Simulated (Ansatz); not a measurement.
## Ir: relaxation of cell and atoms

Theory: DFT, PBE, PAW with Ansatz's default frozen-core files, scalar-relativistic (Ansatz 0.2.0).

Command: `ansatz run input.yaml --threads 1 --pin off --max-ram 2048MiB --backend cpu --events-out ev --progress --plain --runs-dir out` The run took 39 s on 1 thread of Arm Neoverse N1, with other jobs on the host, peak memory 0.34 GiB.

```yaml
crystal:
  lattice:
    - [2.5654143566, 0.0, 0.0]
    - [-1.2827071783, 2.2217140041, 0.0]
    - [0.0, 0.0, 4.1559712577]
  atoms:
    - { symbol: Ir, position: [0.3333333333, 0.6666666667, 0.25] }
    - { symbol: Ir, position: [0.6666666667, 0.3333333333, 0.75] }
kpoints:
  mp_grid: { grid: [15, 15, 8] }
scf:
  occupations: { method: fermi_dirac, width: 0.03 }
hamiltonian:
  xc: pbe
  pseudopotentials: { kind: paw }
output:
  forces: true
  stress: true
relax:
  f_tol: 0.005
  max_steps: 80
  cell: {}
```

Spin–orbit coupling is left out, though it moves levels of the heavy atoms by tenths of an eV or more.

The cell is built from the hcp type as a first guess.

The cutoff is 420 eV; energies and pressures of the walk include the program's estimate of the Pulay term.

Each frame lists the cell vectors (Å), then Cartesian positions (Å); symmetry keeps all forces zero. Free energies count from the first step, -23868.8229 eV.

The walk took 8 evaluations in all; steps that aren't listed are left out.

Step 1: E = 0.0 meV, P = 119.40 GPa

```
cell 2.5654 0.0000 0.0000 -1.2827 2.2217 0.0000 0.0000 0.0000 4.1560
Ir    0.0000    1.4811    1.0390
Ir    1.2827    0.7406    3.1170
```

Step 2: E = -1517.9 meV, P = 25.40 GPa

```
cell 2.6908 0.0000 0.0000 -1.3454 2.3303 0.0000 0.0000 0.0000 4.3617
Ir    0.0000    1.5535    1.0904
Ir    1.3454    0.7768    3.2713
```

Step 3: E = -1635.1 meV, P = 7.11 GPa

```
cell 2.7297 0.0000 0.0000 -1.3649 2.3640 0.0000 0.0000 0.0000 4.4228
Ir    0.0000    1.5760    1.1057
Ir    1.3649    0.7880    3.3171
```

Task: How does the relaxation end?

Result: It converges, with a = 2.749 Å, b = 2.749 Å, c = 4.452 Å, α = 90.00°, β = 90.00°, γ = 120.00° (conventional cell, space group P6_3/mmc). The last solve (on a basis chosen afresh for the final cell, so its energy is not quite comparable) gives E = -1651.9 meV, P = 0.01 GPa:
```
cell 2.7486 0.0000 0.0000 -1.3743 2.3803 0.0000 0.0000 0.0000 4.4517
Ir    0.0000    1.5869    1.1129
Ir    1.3743    0.7934    3.3387
```
